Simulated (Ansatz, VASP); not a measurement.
Two plane-wave programs on C

The input INCAR:

```
SYSTEM = C
PREC = Accurate ; ENCUT = 520
EDIFF = 1E-7 ; ISMEAR = -1
SIGMA = 0.05 ; LREAL = .False.
LASPH = .True. ; NELM = 60
ALGO = Normal ; ISIF = 2
LWAVE = .False. ; LCHARG = .False.
GGA = PS ; NBANDS = 11
```

File KPOINTS:

```
Automatic mesh
0
Gamma
  13 13 13
  0 0 0
```

POSCAR

```
C
1.0
    0.0000000000      1.7469644787      1.7469644787
    1.7469644787      0.0000000000      1.7469644787
    1.7469644787      1.7469644787      0.0000000000
C
2
Direct
    0.7500000000      0.7500000000      0.7500000000
    0.5000000000      0.5000000000      0.5000000000
```

input.yaml

```yaml
crystal:
  lattice:
    - [0.0, 1.7469644787, 1.7469644787]
    - [1.7469644787, 0.0, 1.7469644787]
    - [1.7469644787, 1.7469644787, 0.0]
  atoms:
    - { symbol: C, position: [0.75, 0.75, 0.75] }
    - { symbol: C, position: [0.5, 0.5, 0.5] }
hamiltonian:
  xc: pbesol
  pseudopotentials: { kind: paw }
kpoints:
  mp_grid: { grid: [13, 13, 13] }
scf:
  occupations: { method: fermi_dirac, width: 0.05 }
output:
  forces: true
  stress: true
  eigenvalues: true
```

This isn't the form of C at room conditions, which is graphite.

Alike in both runs: task single point; functional PBEsol; k mesh 13 × 13 × 13; occupations fermi-dirac, width 0.05 eV; no spin polarisation.

|  | VASP | Ansatz |
| --- | --- | --- |
| version | VASP 6.6.1 | Ansatz 0.2.0 |
| potentials or method | VASP PAW PBE potentials, release 64 (C) | Ansatz PAW |
| plane-wave cutoff (eV) | 520 | 420 |
| valence electrons in the cell | 8 | 8 |

VASP gave:

- gap on the k mesh at the Fermi level (eV): 4.15
- least direct gap on the mesh (eV): 5.71
- pressure (GPa): 26.5

Estimate Ansatz's values.

gap on the k mesh at the Fermi level (eV): 4.16; least direct gap on the mesh (eV): 5.71; pressure (GPa): 25.2.

With one functional, cell and mesh, what is left measures potentials, basis and numerics.

Caveats: so large a pressure means that the cell lies far from this level's equilibrium, or that cutoff or potentials fall short (VASP); the potentials were made for another functional, which shifts forces and pressure (VASP); an odd mesh through Γ misses points on the zone boundary, where band edges often lie (VASP); odd divisions of the mesh miss points on the zone boundary, where band edges often lie, so the gap on the mesh can be too wide (Ansatz); the pressure holds a Pulay correction of +1.0 GPa for the finite cutoff (Ansatz); the PAW data sets come from PBE, with cores solved anew for the run's functional, which leaves a small shift of forces and pressure (Ansatz).
